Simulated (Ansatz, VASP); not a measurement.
This is a calculation of HfC for VASP 6.6.1.

Contents of INCAR:

```
SYSTEM = HfC
ALGO = Normal
EDIFF = 1E-7
ENCUT = 520
GGA = PE
ISIF = 2
ISMEAR = -1
LASPH = .True.
LCHARG = .True.
LELF = .True.
LREAL = .False.
LVHAR = .True.
LWAVE = .False.
NBANDS = 14
NELM = 60
PREC = Accurate
SIGMA = 0.02
```

Contents of KPOINTS:

```
k-points
0
Gamma
  5 5 5
  0 0 0
```

File POSCAR:

```
HfC
1.0
    0.0000000000      2.3250000000      2.3250000000
    2.3250000000      0.0000000000      2.3250000000
    2.3250000000      2.3250000000      0.0000000000
Hf C
1 1
Direct
    0.5000000000      0.5000000000      0.5000000000
    0.0000000000      0.0000000000      0.0000000000
```

Potentials or basis: VASP PAW PBE potentials, release 64 (Hf_pv, C).

Command:

```sh
$ cat potpaw_PBE.64/Hf_pv/POTCAR potpaw_PBE.64/C/POTCAR > POTCAR
$ mpirun -np 1 vasp_std > vasp.out
```

Question: Set up the same calculation for Ansatz 0.2.0. Potentials there: all-electron LAPW, scalar-relativistic.

Answer: As run (the cutoff follows the program's own potentials):

File input.yaml:

```yaml
crystal:
  lattice:
    - [0.0, 2.325, 2.325]
    - [2.325, 0.0, 2.325]
    - [2.325, 2.325, 0.0]
  atoms:
    - { symbol: Hf, position: [0.5, 0.5, 0.5] }
    - { symbol: C, position: [0.0, 0.0, 0.0] }
kpoints:
  mp_grid: { grid: [5, 5, 5] }
scf:
  occupations: { method: fermi_dirac, width: 0.02 }
hamiltonian:
  xc: pbe
  pseudopotentials: { kind: all_electron, lapw: { basis_error: 0.003 } }
output:
  forces: true
  stress: true
  eigenvalues: true
```

Potentials or basis: all-electron LAPW, scalar-relativistic.

Command:

```console
$ ansatz run input.yaml --threads 1 --pin off --max-ram 3072MiB --backend cpu --events-out ev --progress --plain --runs-dir out
```

Both were run:

|  | VASP | Ansatz | Ansatz less VASP |
| --- | --- | --- | --- |
| gap on the k mesh at the Fermi level (eV) | none | none | - |
| pressure (GPa) | 0.3 | 1.0 | +0.74 |

A gap of «none» marks a metal or a gap that the smearing closes. Ansatz ran all-electron here, so the differences hold the error of VASP's frozen core and of both bases.

Caveats: the k mesh is coarse (spacing up to 0.47 Å⁻¹), so the values aren't converged; the k mesh is thin for a metal, which can move the energy by tens of meV per atom (Ansatz). Spin-orbit coupling is left out, which matters for the levels of Hf.
